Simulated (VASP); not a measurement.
# SnO2 (Cassiterite) (P4_2/mnm) in VASP: further runs

Runs on SnO2 (Cassiterite). Level: LDA. Tasks: single point.

Everything below comes from runs of VASP 6.6.1. Logs are shortened: lines on timing, memory, paths and dates and some standing lists are left out, and cuts for length are marked.

**1. Starting point**

It takes space group P4_2/mnm (No. 136, tetragonal). Conventional cell: a = 4.738 Å, b = 4.738 Å, c = 3.187 Å, α = 90.00°, β = 90.00°, γ = 90.00°. Around Sn (site symmetry mmm) lie 6 O at 2.05 to 2.06 Å. O (site symmetry m2m) has 3 Sn at 2.05 to 2.06 Å as nearest neighbours.

**2. Single point, LDA**

INCAR reads:

```
PREC     = Accurate       # precision mode
ENCUT    = 500            # plane-wave cutoff, eV
EDIFF    = 1E-7           # SCF threshold, eV
ISMEAR   = 0              # smearing method
SIGMA    = 0.05           # smearing width, eV
LREAL    = F              # projectors in reciprocal space
LASPH    = T              # aspherical terms in the spheres
NELM     = 100            # most SCF steps
ALGO     = Normal         # electronic algorithm
ISIF     = 2              # what is computed and relaxed
LWAVE    = F              # write WAVECAR
LCHARG   = F              # write CHGCAR
GGA      = CA             # functional
ADDGRID  = F
```

KPOINTS reads:

```
Automatic mesh
0
Gamma
  2 2 3
```

POSCAR reads:

```
SnO2
1.0
    4.7380000000      0.0000000000      0.0000000000
    0.0000000000      4.7380000000      0.0000000000
    0.0000000000      0.0000000000      3.1865000000
Sn O
2 4
Direct
    0.5000000000      0.5000000000      0.5000000000
    0.0000000000      0.0000000000      0.0000000000
    0.8071000000      0.1929000000      0.5000000000
    0.6929000000      0.6929000000      0.0000000000
    0.1929000000      0.8071000000      0.5000000000
    0.3071000000      0.3071000000      0.0000000000
```

Potentials or basis: VASP PAW LDA potentials, release 64 (Sn_d, O).

Launch:

```bash
$ cat potpaw_LDA.64/Sn_d/POTCAR potpaw_LDA.64/O/POTCAR > POTCAR
$ mpirun -np 1 vasp_std > vasp.out
```

OUTCAR:

```text
PREC = Accurate
   ENCUT = 500
   EDIFF = 1E-7
   ISMEAR = 0
   LREAL = F
   LASPH = T
   NELM = 100
   ISIF = 2
   GGA = CA

 Found      6 irreducible k-points:

 Following reciprocal coordinates:
            Coordinates               Weight
  0.000000  0.000000  0.000000      1.000000
  0.500000  0.000000  0.000000      2.000000
  0.500000  0.500000  0.000000      1.000000
  0.000000  0.000000  0.333333      2.000000
  0.500000  0.000000  0.333333      4.000000
  0.500000  0.500000  0.333333      2.000000
   k-points           NKPTS =      6   k-points in BZ     NKDIM =      6   number of bands    NBANDS=     31
   number of dos      NEDOS =    301   number of ions     NIONS =      6
   total plane-waves  NPLWV =  31104
   dimension x,y,z NGX =    36 NGY =   36 NGZ =   24
   dimension x,y,z NGXF=    72 NGYF=   72 NGZF=   48
   ions per type =               2   4
   NGX,Y,Z   is equivalent  to a cutoff of  12.63, 12.63, 12.52 a.u.
   NGXF,Y,Z  is equivalent  to a cutoff of  25.26, 25.26, 25.04 a.u.
 SYSTEM =  unknown system
   PREC   = accura    normal or accurate (medium, high low for compatibility)
   ISTART =      0    job   : 0-new  1-cont  2-samecut
   ICHARG =      2    charge: 1-file 2-atom 10-const
   ISPIN  =      1    spin polarized calculation?
   LNONCOLLINEAR =      F non collinear calculations
   LSORBIT =      F    spin-orbit coupling
   LASPH  =      T    aspherical Exc in radial PAW
   ENCUT  =  500.0 eV  36.75 Ry    6.06 a.u.   8.64  8.64  5.81*2*pi/ulx,y,z
   NELM   =    100;   NELMIN=  2; NELMDL= -5     # of ELM steps
   EDIFF  = 0.1E-06   stopping-criterion for ELM
   LREAL  =      F    real-space projection
   EDIFFG = 0.1E-05   stopping-criterion for IOM
   NSW    =      0    number of steps for IOM
   IBRION =     -1    ionic relax: 0-MD 1-quasi-New 2-CG
   NFREE  =      0    steps in history (QN), initial steepest desc. (CG)
   ISIF   =      2    stress and relaxation
   ISYM   =      2    0-nonsym 1-usesym 2-fastsym
   POTIM  = 0.5000    time-step for ionic-motion
   TEBEG  =    0.0;   TEEND  =   0.0 temperature during run
   PSTRESS=    0.0 pullay stress
   NELECT =      52.0000    total number of electrons
   NUPDOWN=      -1.0000    fix difference up-down
   EMIN   =  10.00;   EMAX   =-10.00  energy-range for DOS
   EFERMI =   0.00;   METHOD = LEGACY
   ISMEAR =     0;   SIGMA  =   0.05  broadening in eV -4-tet -1-fermi 0-gaus
   EFERMI_NEDOS =   21; number of points for ismear=-14 and -15
   IALGO  =     38    algorithm
   IMIX   =      4    mixing-type and parameters
     AMIX     =   0.40;   BMIX     =  1.00
     AMIX_MAG =   1.60;   BMIX_MAG =  1.00
  volume/ion in A,a.u.               =      11.92        80.45
  Fermi-wavevector in a.u.,A,eV,Ry     =   1.472000  2.781677 29.480903  2.166785
  Thomas-Fermi vector in A             =   2.587068
   LORBIT       =      0    0 simple, 1 ext, 2 COOP (PROOUT), +10 PAW based schemes
   GGA     = CA    functional components
   LHFCALC =     F    Hartree Fock is set to
   AEXX    =    0.0000 exact exchange contribution
   IVDW    =     0    specifies the selected vdW correction
   LEPSILON=     F    determine dielectric tensor
   LRPA    =     F    only Hartree local field effects (RPA)
 non-spin polarized calculation
 Gauss-broadening in eV      SIGMA  =   0.05
  energy-cutoff  :      500.00
  volume of cell :       71.53
 maximum number of plane-waves:      1835
 NGX is ok and might be reduce to    36
   NGX = 17   NGY = 17   NGZ = 11

 number of electron      51.9999993 magnetization

 Free energy of the ion-electron system (eV)
  ---------------------------------------------------
  ext. energy  EPLUGINS =         0.00000000
  ---------------------------------------------------
  free energy    TOTEN  =       -42.17918577 eV

  energy without entropy =      -42.17918577  energy(sigma->0) =      -42.17918577

 E-fermi :   6.2068     XC(G=0): -11.7970

 val. band max:        5.8849031381   @ k =   0.0000   0.0000   0.0000
 cond. band min:       7.0385713527   @ k =   0.0000   0.0000   0.0000
 fundamental gap:      1.1536682146
 Fermi energy:         6.2067741312

 k-point     1 :       0.0000    0.0000    0.0000
  band No.  band energies     occupation
      1     -15.1439      2.00000
      2     -14.4017      2.00000
      3     -14.1151      2.00000
      4     -14.0970      2.00000
      5     -14.0970      2.00000
      6     -14.0019      2.00000
      7     -13.9616      2.00000
      8     -13.8685      2.00000
      9     -13.8285      2.00000
     10     -13.8285      2.00000
     11     -12.8896      2.00000
     12     -10.9313      2.00000
     13     -10.9313      2.00000
     14      -9.1465      2.00000
     15      -2.3436      2.00000
     16       1.7138      2.00000
     17       1.7138      2.00000
     18       1.8221      2.00000
     19       2.6839      2.00000
     20       3.7732      2.00000
     21       3.9017      2.00000
     22       4.6229      2.00000
     23       4.6229      2.00000
     24       5.0778      2.00000
     25       5.0778      2.00000
     26       5.8849      2.00000
     27       7.0386      0.00000
     28      11.7882      0.00000
     29      11.9597      0.00000
     30      11.9597      0.00000
     31      15.9774      0.00000

 k-point     2 :       0.5000    0.0000    0.0000
  band No.  band energies     occupation
      1     -14.7990      2.00000
      2     -14.7990      2.00000
      3     -14.1059      2.00000
      4     -14.1059      2.00000
      5     -14.0891      2.00000
      6     -14.0891      2.00000
      7     -13.9114      2.00000
      8     -13.9114      2.00000
      9     -13.8379      2.00000
     10     -13.8379      2.00000
     11     -12.1042      2.00000
     12     -12.1042      2.00000
     13      -9.8535      2.00000
     14      -9.8535      2.00000
     15      -0.7823      2.00000
     16      -0.7823      2.00000
     17       2.6812      2.00000
     18       2.6812      2.00000
     19       2.8447      2.00000
     20       2.8447      2.00000
     21       3.8738      2.00000
     22       3.8738      2.00000
     23       4.6624      2.00000
     24       4.6624      2.00000
     25       5.2247      2.00000
     26       5.2247      2.00000
     27      10.1799      0.00000
     28      10.1799      0.00000
     29      12.6859      0.00000
     30      12.6859      0.00000
     31      16.5886      0.00000

 k-point     3 :       0.5000    0.5000    0.0000
  band No.  band energies     occupation
      1     -14.8892      2.00000
      2     -14.8892      2.00000
      3     -14.0996      2.00000
      4     -14.0996      2.00000
      5     -14.0866      2.00000
      6     -14.0866      2.00000
      7     -13.9063      2.00000
      8     -13.9063      2.00000
      9     -13.8274      2.00000
     10     -13.8274      2.00000
     11     -11.0666      2.00000
     12     -11.0666      2.00000
     13     -11.0421      2.00000
     14     -11.0421      2.00000
     15       0.3470      2.00000
     16       0.3470      2.00000
     17       1.8667      2.00000
     18       1.8667      2.00000
     19       2.7647      2.00000
     20       2.7647      2.00000
     21       3.8606      2.00000
     22       3.8606      2.00000
     23       4.5407      2.00000
     24       4.5407      2.00000
     25       4.9665      2.00000
     26       4.9665      2.00000
     27      10.5504      0.00000
     28      10.5504      0.00000
     29      13.1665      0.00000
     30      13.1665      0.00000
     31      16.6014      0.00000

 k-point     4 :       0.0000    0.0000    0.3333
  band No.  band energies     occupation
      1     -14.7279      2.00000
      2     -14.7279      2.00000
      3     -14.7023      2.00000
      4     -14.1829      2.00000
      5     -13.9384      2.00000
      6     -13.9225      2.00000
      7     -13.9193      2.00000
      8     -13.9193      2.00000
      9     -13.9123      2.00000
     10     -13.8763      2.00000
     11     -12.1533      2.00000
     12     -10.0448      2.00000
     13      -9.7572      2.00000
     14      -9.7572      2.00000
     15      -2.2861      2.00000
     16       0.0854      2.00000
     17       1.5730      2.00000
     18       2.0742      2.00000
     19       2.0742      2.00000
     20       2.8009      2.00000
     21       2.8009      2.00000
     22       2.8894      2.00000
     23       3.3970      2.00000
     24       4.8671      2.00000
     25       4.8671      2.00000
     26       5.0052      2.00000
     27      10.5654      0.00000
     28      12.6326      0.00000
     29      14.4269      0.00000
     30      15.0379      0.00000
     31      15.0379      0.00000

 k-point     5 :       0.5000    0.0000    0.3333
  band No.  band energies     occupation
      1     -14.9353      2.00000
      2     -14.9353      2.00000
      3     -14.1897      2.00000
      4     -14.1897      2.00000
      5     -13.9573      2.00000
      6     -13.9573      2.00000
      7     -13.9020      2.00000
      8     -13.9020      2.00000
      9     -13.8811      2.00000
     10     -13.8811      2.00000
     11     -11.5281      2.00000
     12     -11.5281      2.00000
     13      -9.3628      2.00000
     14      -9.3628      2.00000
     15      -0.9337      2.00000
     16      -0.9337      2.00000
     17       0.3737      2.00000
     18       0.3737      2.00000
     19       2.0436      2.00000
     20       2.0436      2.00000
     21       4.1888      2.00000
     22       4.1888      2.00000
     23       4.7275      2.00000
     24       4.7275      2.00000
     25       5.0158      2.00000
     26       5.0158      2.00000
     27      11.7761      0.00000
     28      11.7761      0.00000
     29      14.2339      0.00000
     30      14.2339      0.00000
     31      15.6358      0.00000

 k-point     6 :       0.5000    0.5000    0.3333
  band No.  band energies     occupation
      1     -14.7409      2.00000
      2     -14.7409      2.00000
      3     -14.5135      2.00000
      4     -14.5135      2.00000
      5     -13.9219      2.00000
      6     -13.9219      2.00000
      7     -13.9206      2.00000
      8     -13.9206      2.00000
      9     -13.8919      2.00000
     10     -13.8919      2.00000
     11     -10.9577      2.00000
     12     -10.9577      2.00000
     13      -9.8585      2.00000
     14      -9.8585      2.00000
     15      -1.7189      2.00000
     16      -1.7189      2.00000
     17       1.3354      2.00000
     18       1.3354      2.00000
     19       2.8618      2.00000
     20       2.8618      2.00000
     21       3.2934      2.00000
     22       3.2934      2.00000
     23       4.9848      2.00000
     24       4.9848      2.00000
     25       5.0163      2.00000
     26       5.0163      2.00000
     27      10.7963      0.00000
     28      10.7963      0.00000
     29      14.6405      0.00000
     30      14.6405      0.00000
     31      16.1887      0.00000

------------------------ aborting loop because EDIFF is reached ----------------------------------------

  FORCE on cell =-STRESS in cart. coord.  units (eV):
  Direction    XX          YY          ZZ          XY          YZ          ZX
  --------------------------------------------------------------------------------------
  -------------------------------------------------------------------------------------
  Total       -0.3346110     -0.3346110      0.5751004      0.0000000      0.0000000      0.0000000
  in kB       -7.4945716     -7.4945716     12.8810192      0.0000000      0.0000000      0.0000000
  external PRESSURE =      -0.7027080 kB  Pullay stress =       0.0000000 kB

 VOLUME and BASIS-vectors are now :
 -----------------------------------------------------------------------------
  energy-cutoff  :      500.00
  volume of cell :       71.53
      direct lattice vectors                 reciprocal lattice vectors
     4.738000000  0.000000000  0.000000000     0.211059519  0.000000000  0.000000000
     0.000000000  4.738000000  0.000000000     0.000000000  0.211059519  0.000000000
     0.000000000  0.000000000  3.186500000     0.000000000  0.000000000  0.313823945

 POSITION                                       TOTAL-FORCE (eV/Angst)
 -----------------------------------------------------------------------------------
      2.36900      2.36900      1.59325         0.000000      0.000000      0.000000
      0.00000      0.00000      0.00000         0.000000      0.000000      0.000000
      3.82404      0.91396      1.59325        -0.121084      0.121084     -0.000000
      3.28296      3.28296      0.00000         0.121084      0.121084     -0.000000
      0.91396      3.82404      1.59325         0.121084     -0.121084      0.000000
      1.45504      1.45504      0.00000        -0.121084     -0.121084      0.000000
 -----------------------------------------------------------------------------------
    total drift:                               -0.000000      0.000000      0.000000

  FREE ENERGIE OF THE ION-ELECTRON SYSTEM (eV)
  ---------------------------------------------------
  free  energy   TOTEN  =       -42.1791857682 eV

  energy  without entropy=      -42.1791857682  energy(sigma->0) =      -42.17918577
```

Wall time 5.5 s (1 thread of Intel Xeon 6975P-C (Granite Rapids), shared host); peak memory 0.15 GiB.

The run converged, but some of its settings lie outside the range that counts as converged, so its numbers aren't taken as properties of the crystal.

What came out:

```
Free energy            : -42.1792 eV
Pressure               : -0.1 GPa
Largest force          : 0.171 eV/Å
Band gap on the k mesh : 1.15 eV, direct
```

Caveat: the k mesh is coarse (spacing up to 0.66 Å⁻¹), so the values aren't converged; spin-orbit coupling is left out, which moves the levels of the heavy elements.

**3. Single point, LDA**

Edit INCAR of step 2 so:

```diff
@@ -1,3 +1,3 @@
 PREC     = Accurate       # precision mode
-ENCUT    = 500            # plane-wave cutoff, eV
+ENCUT    = 600            # plane-wave cutoff, eV
 EDIFF    = 1E-7           # SCF threshold, eV
```

KPOINTS is that of step 2.

POSCAR is that of step 2.

Potentials or basis: VASP PAW LDA potentials, release 64 (Sn_d, O).

Launch:

```bash
$ cat potpaw_LDA.64/Sn_d/POTCAR potpaw_LDA.64/O/POTCAR > POTCAR
$ mpirun -np 1 vasp_std > vasp.out
```

OUTCAR:

```text
PREC = Accurate
   ENCUT = 600
   EDIFF = 1E-7
   ISMEAR = 0
   LREAL = F
   LASPH = T
   NELM = 100
   ISIF = 2
   GGA = CA

 Found      6 irreducible k-points:

 Following reciprocal coordinates:
            Coordinates               Weight
  0.000000  0.000000  0.000000      1.000000
  0.500000  0.000000  0.000000      2.000000
  0.500000  0.500000  0.000000      1.000000
  0.000000  0.000000  0.333333      2.000000
  0.500000  0.000000  0.333333      4.000000
[... 285 lines left out ...]
  -------------------------------------------------------------------------------------
  Total       -0.3991822     -0.3991822      0.4931189      0.0000000      0.0000000      0.0000000
  in kB       -8.9408286     -8.9408286     11.0448081      0.0000000      0.0000000      0.0000000
  external PRESSURE =      -2.2789497 kB  Pullay stress =       0.0000000 kB

 VOLUME and BASIS-vectors are now :
 -----------------------------------------------------------------------------
  energy-cutoff  :      600.00
  volume of cell :       71.53
      direct lattice vectors                 reciprocal lattice vectors
     4.738000000  0.000000000  0.000000000     0.211059519  0.000000000  0.000000000
     0.000000000  4.738000000  0.000000000     0.000000000  0.211059519  0.000000000
     0.000000000  0.000000000  3.186500000     0.000000000  0.000000000  0.313823945

 POSITION                                       TOTAL-FORCE (eV/Angst)
 -----------------------------------------------------------------------------------
      2.36900      2.36900      1.59325         0.000000     -0.000000      0.000000
      0.00000      0.00000      0.00000         0.000000     -0.000000      0.000000
      3.82404      0.91396      1.59325        -0.120139      0.120139      0.000000
      3.28296      3.28296      0.00000         0.120139      0.120139      0.000000
      0.91396      3.82404      1.59325         0.120139     -0.120139      0.000000
      1.45504      1.45504      0.00000        -0.120139     -0.120139     -0.000000
 -----------------------------------------------------------------------------------
    total drift:                               -0.000000     -0.000000      0.000000

  FREE ENERGIE OF THE ION-ELECTRON SYSTEM (eV)
  ---------------------------------------------------
  free  energy   TOTEN  =       -42.1886583328 eV

  energy  without entropy=      -42.1886583328  energy(sigma->0) =      -42.18865833
```

stdout:

```text
POSCAR found type information on POSCAR SnO
 POSCAR found :  2 types and       6 ions
 scaLAPACK will be used
 LDA part: xc-table for (Slater(with rela. corr.)+CA(PZ))
 , standard interpolation
 POSCAR, INCAR and KPOINTS ok, starting setup
 FFT: planning ... GRIDC
 FFT: planning ... GRID_SOFT
 FFT: planning ... GRID
 WAVECAR not read
 entering main loop
```

Run time: 8.3 s. Hardware: 1 thread of Intel Xeon 6975P-C (Granite Rapids), shared host; peak memory 0.17 GiB.

These settings aren't checked as converged: the numbers below hold their error.

What came out:

```yaml
Free_energy: -42.1887 eV
Pressure: -0.2 GPa
Largest_force: 0.170 eV/Å
Band_gap_on_the_k_mesh: 1.15 eV, direct
```

Caveat: the k mesh is coarse (spacing up to 0.66 Å⁻¹), so the values aren't converged; spin-orbit coupling is left out, which moves the levels of the heavy elements.

(Continued in part 2 of 2.)
